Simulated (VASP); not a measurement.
# W (Im-3m) in VASP: density of states with PBE

Aim: the density of states of W with PBE.

Program: VASP 6.6.1. These are calculated values, not measurements. Logs are shortened: lines on timing, memory, paths and dates and some standing lists are left out, and cuts for length are marked.

### 1 The crystal as given

It takes space group Im-3m (No. 229, cubic). The conventional cell has a = 3.185 Å, b = 3.185 Å, c = 3.185 Å, α = 90.00°, β = 90.00°, γ = 90.00°. W (site symmetry m-3m) is surrounded by 8 W at 2.76 Å.

### 2 Density of states, PBE

Input file POSCAR:

```
W                                       
1.0
   -1.5926437674      1.5926437674      1.5926437674
    1.5926437674     -1.5926437674      1.5926437674
    1.5926437674      1.5926437674     -1.5926437674
  W             
     1
Direct
     0.0000000000000000    0.0000000000000000    0.0000000000000000
```

Input file INCAR.step1:

```
SYSTEM = W
PREC = Accurate ; ENCUT = 520
EDIFF = 1E-7 ; ISMEAR = 0
SIGMA = 0.1 ; LREAL = .FALSE.
LASPH = .TRUE. ; NELM = 60
ALGO = Normal ; ISIF = 2
LWAVE = .FALSE. ; LCHARG = .TRUE.
LMAXMIX = 4 ; GGA = PE
NBANDS = 13 ; AMIX = 0.2
```

Input file KPOINTS.step1:

```
regular mesh
0
G
  18 18 18
  0 0 0
```

Input file INCAR.step2:

```
SYSTEM = W
PREC = Accurate ; ENCUT = 520
EDIFF = 1E-7 ; ISMEAR = -5
SIGMA = 0.1 ; LREAL = .FALSE.
LASPH = .TRUE. ; NELM = 60
ALGO = Normal ; ISIF = 2
LWAVE = .FALSE. ; LCHARG = .FALSE.
LMAXMIX = 4 ; GGA = PE
LORBIT = 10 ; NBANDS = 13
AMIX = 0.2 ; NEDOS = 2001
ICHARG = 11
```

Input file KPOINTS.step2:

```
regular mesh
0
G
  27 27 27
  0 0 0
```

Potentials or basis: VASP PAW PBE potentials, release 64 (W_sv).

The run is started by

```bash
cat potpaw_PBE.64/W_sv/POTCAR > POTCAR
cp INCAR.step1 INCAR
cp KPOINTS.step1 KPOINTS
mpirun -np 1 vasp_std > vasp.out
cp INCAR.step2 INCAR
cp KPOINTS.step2 KPOINTS
mpirun -np 1 vasp_std > vasp.out
```

OUTCAR:

```text
SYSTEM = W
   PREC = Accurate
   ENCUT = 520
   EDIFF = 1E-7
   ISMEAR = -5
   LREAL = .FALSE.
   LASPH = .TRUE.
   NELM = 60
   ISIF = 2
   GGA = PE
   LORBIT = 10
   AMIX = 0.2
   ICHARG = 11

 ion  position               nearest neighbor table
   1  0.000  0.000  0.000-

  LATTYP: Found a body centered cubic cell.
 ALAT       =     3.1852875348

  Lattice vectors:

 A1 = (  -1.5926437674,   1.5926437674,   1.5926437674)
 A2 = (   1.5926437674,  -1.5926437674,   1.5926437674)
 A3 = (   1.5926437674,   1.5926437674,  -1.5926437674)

Analysis of symmetry for initial positions (statically):
=====================================================================
 Subroutine PRICEL returns:
 Original cell was already a primitive cell.

 Routine SETGRP: Setting up the symmetry group for a
 body centered cubic supercell.

 Subroutine GETGRP returns: Found 48 space group operations
 (whereof 48 operations were pure point group operations)
 out of a pool of 48 trial point group operations.

The static configuration has the point symmetry O_h .

Analysis of symmetry for dynamics (positions and initial velocities):
=====================================================================
 Subroutine PRICEL returns:
 Original cell was already a primitive cell.

 Routine SETGRP: Setting up the symmetry group for a
 body centered cubic supercell.

 Subroutine GETGRP returns: Found 48 space group operations
 (whereof 48 operations were pure point group operations)
 out of a pool of 48 trial point group operations.

The dynamic configuration has the point symmetry O_h .

 Subroutine INISYM returns: Found 48 space group operations
 (whereof 48 operations are pure point group operations),
 and found     1 'primitive' translations

----------------------------------------------------------------------------------------

                                     Primitive cell

  volume of cell :      16.1591

  direct lattice vectors                    reciprocal lattice vectors
    -1.592643767  1.592643767  1.592643767     0.000000000  0.313943400  0.313943400
     1.592643767 -1.592643767  1.592643767     0.313943400  0.000000000  0.313943400
     1.592643767  1.592643767 -1.592643767     0.313943400  0.313943400  0.000000000

  length of vectors
     2.758539923  2.758539923  2.758539923     0.443983015  0.443983015  0.443983015

  position of ions in fractional coordinates (direct lattice)
     0.000000000  0.000000000  0.000000000

  ion indices of the primitive-cell ions
   primitive index   ion index
                 1           1

----------------------------------------------------------------------------------------

 KPOINTS: regular mesh

Automatic generation of k-mesh.
 Grid dimensions read from file:
 generate k-points for:   27   27   27

 Generating k-lattice:

  Cartesian coordinates                     Fractional coordinates (reciprocal lattice)
     0.000000000  0.011627533  0.011627533     0.037037037  0.000000000  0.000000000
     0.011627533  0.000000000  0.011627533     0.000000000  0.037037037  0.000000000
     0.011627533  0.011627533  0.000000000     0.000000000  0.000000000  0.037037037

  Length of vectors
     0.016443815  0.016443815  0.016443815

  Shift w.r.t. Gamma in fractional coordinates (k-lattice)
     0.000000000  0.000000000  0.000000000

 TETIRR: Found  23679 inequivalent tetrahedra from   118098

 Subroutine IBZKPT returns following result:
 ===========================================

 Found    560 irreducible k-points:

 Following reciprocal coordinates:
            Coordinates               Weight
  0.000000  0.000000  0.000000      1.000000
  0.037037  0.000000  0.000000     12.000000
  0.074074  0.000000  0.000000     12.000000
  0.111111  0.000000  0.000000     12.000000
  0.148148  0.000000  0.000000     12.000000
  0.185185  0.000000  0.000000     12.000000
[... 16 lines left out ...]
  0.333333  0.037037  0.000000     48.000000
  0.370370  0.037037  0.000000     48.000000
 [... further k-points ...]
   k-points           NKPTS =    560   k-points in BZ     NKDIM =    560   number of bands    NBANDS=     13
   number of dos      NEDOS =   2001   number of ions     NIONS =      1
   total plane-waves  NPLWV =  13824
   dimension x,y,z NGX =    24 NGY =   24 NGZ =   24
   dimension x,y,z NGXF=    48 NGYF=   48 NGZF=   48
   ions per type =               1
   NGX,Y,Z   is equivalent  to a cutoff of  14.46, 14.46, 14.46 a.u.
   NGXF,Y,Z  is equivalent  to a cutoff of  28.93, 28.93, 28.93 a.u.
 SYSTEM =  W
   PREC   = accura    normal or accurate (medium, high low for compatibility)
   ISTART =      0    job   : 0-new  1-cont  2-samecut
   ICHARG =     11    charge: 1-file 2-atom 10-const
   ISPIN  =      1    spin polarized calculation?
   LNONCOLLINEAR =      F non collinear calculations
   LSORBIT =      F    spin-orbit coupling
   LASPH  =      T    aspherical Exc in radial PAW
   ENCUT  =  520.0 eV  38.22 Ry    6.18 a.u.   5.13  5.13  5.13*2*pi/ulx,y,z
   NELM   =     60;   NELMIN=  2; NELMDL=  0     # of ELM steps
   EDIFF  = 0.1E-06   stopping-criterion for ELM
   LREAL  =      F    real-space projection
   EDIFFG = 0.1E-05   stopping-criterion for IOM
   NSW    =      0    number of steps for IOM
   IBRION =     -1    ionic relax: 0-MD 1-quasi-New 2-CG
   NFREE  =      0    steps in history (QN), initial steepest desc. (CG)
   ISIF   =      2    stress and relaxation
   ISYM   =      2    0-nonsym 1-usesym 2-fastsym
   POTIM  = 0.5000    time-step for ionic-motion
   TEBEG  =    0.0;   TEEND  =   0.0 temperature during run
   PSTRESS=    0.0 pullay stress
   NELECT =      14.0000    total number of electrons
   NUPDOWN=      -1.0000    fix difference up-down
   EMIN   =  10.00;   EMAX   =-10.00  energy-range for DOS
   EFERMI =   0.00;   METHOD = LEGACY
   ISMEAR =    -5;   SIGMA  =   0.10  broadening in eV -4-tet -1-fermi 0-gaus
   EFERMI_NEDOS =   21; number of points for ismear=-14 and -15
   IALGO  =     38    algorithm
   IMIX   =      4    mixing-type and parameters
     AMIX     =   0.20;   BMIX     =  1.00
     AMIX_MAG =   0.80;   BMIX_MAG =  1.00
  volume/ion in A,a.u.               =      16.16       109.05
  Fermi-wavevector in a.u.,A,eV,Ry     =   1.560674  2.949246 33.139756  2.435703
  Thomas-Fermi vector in A             =   2.663851
   LORBIT       =     10    0 simple, 1 ext, 2 COOP (PROOUT), +10 PAW based schemes
   GGA     = PE    functional components
   LHFCALC =     F    Hartree Fock is set to
   AEXX    =    0.0000 exact exchange contribution
   IVDW    =     0    specifies the selected vdW correction
   LEPSILON=     F    determine dielectric tensor
   LRPA    =     F    only Hartree local field effects (RPA)
 non-spin polarized calculation
 Fermi weights with tetrahedron method with Bloechl corrections
  energy-cutoff  :      520.00
  volume of cell :       16.16
 maximum number of plane-waves:       451
 NGX is ok and might be reduce to    24

 number of electron      14.0000002 magnetization

 Free energy of the ion-electron system (eV)
  ---------------------------------------------------
  ext. energy  EPLUGINS =         0.00000000
  ---------------------------------------------------
  free energy    TOTEN  =       -12.95486259 eV

  energy without entropy =      -12.95486259  energy(sigma->0) =      -12.95486259

 E-fermi :  11.1982     XC(G=0): -13.5316

 val. band max:       11.2596678135   @ k =   0.4444   0.0741   0.0370
 cond. band min:      11.1465964153   @ k =  -0.1481   0.1852   0.1111
 fundamental gap:     -0.1130713982
 Fermi energy:        11.1982243505

 k-point     1 :       0.0000    0.0000    0.0000
  band No.  band energies     occupation
      1     -63.0365      2.00000
      2     -26.6264      2.00000
      3     -26.6264      2.00000
      4     -26.6264      2.00000
      5       1.6368      2.00000
      6       9.9727      2.00000
      7       9.9727      2.00000
      8       9.9727      2.00000
      9      13.3857      0.00000
     10      13.3857      0.00000
     11      25.6401      0.00000
     12      25.6401      0.00000
     13      25.6401      0.00000

 k-point     2 :       0.0370    0.0000    0.0000
  band No.  band energies     occupation
      1     -63.0349      2.00000
      2     -26.6441      2.00000
      3     -26.6320      2.00000
      4     -26.6265      2.00000
      5       1.7022      2.00000
      6       9.9327      2.00000
      7       9.9646      2.00000
      8      10.0354      2.00000
      9      13.3192      0.00000
     10      13.3860      0.00000
     11      25.6969      0.00000
     12      25.7515      0.00000
     13      25.8022      0.00000

 k-point     3 :       0.0741    0.0000    0.0000
  band No.  band energies     occupation
      1     -63.0300      2.00000
      2     -26.6957      2.00000
      3     -26.6482      2.00000
      4     -26.6267      2.00000
      5       1.8954      2.00000
      6       9.8169      2.00000
      7       9.9344      2.00000
      8      10.2224      2.00000
      9      13.1465      0.00000
     10      13.3881      0.00000
     11      25.8555      0.00000
     12      26.0809      0.00000
     13      26.2557      0.00000
[... 305 lines left out ...]
 k-point    23 :       0.3333    0.0370    0.0000
  band No.  band energies     occupation
      1     -62.9377      2.00000
      2     -27.6045      2.00000
      3     -26.9467      2.00000
      4     -26.6382      2.00000
      5       4.9762      2.00000
      6       8.0793      2.00000
      7       9.8415      2.00000
      8      13.1529      0.00000
      9      13.9292      0.00000
     10      14.9909      0.00000
     11      24.0135      0.00000
     12      24.6209      0.00000
     13      30.9365      0.00000

 k-point    24 :       0.3704    0.0370    0.0000
  band No.  band energies     occupation
      1     -62.9273      2.00000
      2     -27.6997      2.00000
      3     -26.9801      2.00000
      4     -26.6388      2.00000
      5       5.0633      2.00000
      6       7.9190      2.00000
      7      10.3754      2.00135
      8      13.2810      0.00000
      9      14.0516      0.00000
     10      15.8101      0.00000
     11      23.3349      0.00000
     12      23.6899      0.00000
     13      29.6885      0.00000

 [... further k-points ...]

------------------------ aborting loop because EDIFF is reached ----------------------------------------

  FORCE on cell =-STRESS in cart. coord.  units (eV):
  Direction    XX          YY          ZZ          XY          YZ          ZX
  --------------------------------------------------------------------------------------
  -------------------------------------------------------------------------------------
  Total       -0.0418350     -0.0418350     -0.0418350     -0.0000000     -0.0000000      0.0000000
  in kB       -4.1479578     -4.1479578     -4.1479578     -0.0000000     -0.0000000      0.0000000
  external PRESSURE =      -4.1479578 kB  Pullay stress =       0.0000000 kB

 VOLUME and BASIS-vectors are now :
 -----------------------------------------------------------------------------
  energy-cutoff  :      520.00
  volume of cell :       16.16
      direct lattice vectors                 reciprocal lattice vectors
    -1.592643767  1.592643767  1.592643767     0.000000000  0.313943400  0.313943400
     1.592643767 -1.592643767  1.592643767     0.313943400  0.000000000  0.313943400
     1.592643767  1.592643767 -1.592643767     0.313943400  0.313943400  0.000000000

 POSITION                                       TOTAL-FORCE (eV/Angst)
 -----------------------------------------------------------------------------------
      0.00000      0.00000      0.00000         0.000000     -0.000000      0.000000
 -----------------------------------------------------------------------------------
    total drift:                               -0.000000      0.000000     -0.000000

  FREE ENERGIE OF THE ION-ELECTRON SYSTEM (eV)
  ---------------------------------------------------
  free  energy   TOTEN  =       -12.9548625857 eV

  energy  without entropy=      -12.9548625857  energy(sigma->0) =      -12.95486259

 total charge

# of ion       s       p       d       tot
------------------------------------------
    1        2.397   6.335   3.319  12.051
```

Run time: 67 s. Hardware: 1 thread of Intel Xeon Platinum 8488C (Sapphire Rapids), shared host; peak memory 0.27 GiB.

Results:

| Quantity | Value |
| --- | --- |
| Valence electrons inside the program's atomic spheres | W 12.05 |

Levels at points of the mesh, in eV from the Fermi level:
| k point | band 3 | band 4 | band 5 | band 6 | band 7 | band 8 | band 9 | band 10 | band 11 | band 12 |
| --- | --- | --- | --- | --- | --- | --- | --- | --- | --- | --- |
| (0.00, 0.00, 0.00) | -37.82 | -37.82 | -9.56 | -1.23 | -1.23 | -1.23 | 2.19 | 2.19 | 14.44 | 14.44 |

States per cell in windows of 0.5 eV (zero at the Fermi level; states under -8 eV left out):
```tsv
from (eV)	total	W1_d	W1_p	W1_s
-8.0	0.05	0.00	0.00	0.02
-7.5	0.06	0.00	0.00	0.02
-7.0	0.09	0.01	0.01	0.03
-6.5	0.20	0.05	0.01	0.05
-6.0	0.31	0.11	0.01	0.06
-5.5	0.43	0.19	0.02	0.06
-5.0	0.51	0.26	0.03	0.05
-4.5	0.38	0.21	0.02	0.02
-4.0	0.17	0.10	0.01	0.00
-3.5	0.96	0.66	0.05	0.00
-3.0	0.63	0.43	0.03	0.01
-2.5	0.65	0.40	0.06	0.01
-2.0	0.78	0.48	0.07	0.01
-1.5	0.33	0.20	0.04	0.01
-1.0	0.20	0.11	0.03	0.00
-0.5	0.18	0.11	0.02	0.00
0.0	0.31	0.22	0.02	0.01
0.5	0.39	0.30	0.01	0.01
1.0	0.44	0.35	0.01	0.01
1.5	0.58	0.47	0.01	0.01
2.0	0.56	0.47	0.01	0.01
2.5	0.80	0.70	0.01	0.01
3.0	0.91	0.78	0.02	0.03
3.5	0.36	0.27	0.02	0.02
4.0	0.27	0.20	0.02	0.01
4.5	0.22	0.17	0.02	0.01
5.0	0.17	0.13	0.02	0.01
5.5	0.15	0.11	0.02	0.01
6.0	0.16	0.11	0.02	0.01
6.5	0.14	0.08	0.02	0.01
7.0	0.17	0.08	0.03	0.02
7.5	0.18	0.08	0.03	0.04
```

Caveat: tetrahedron occupations give inexact forces and stress in metals.
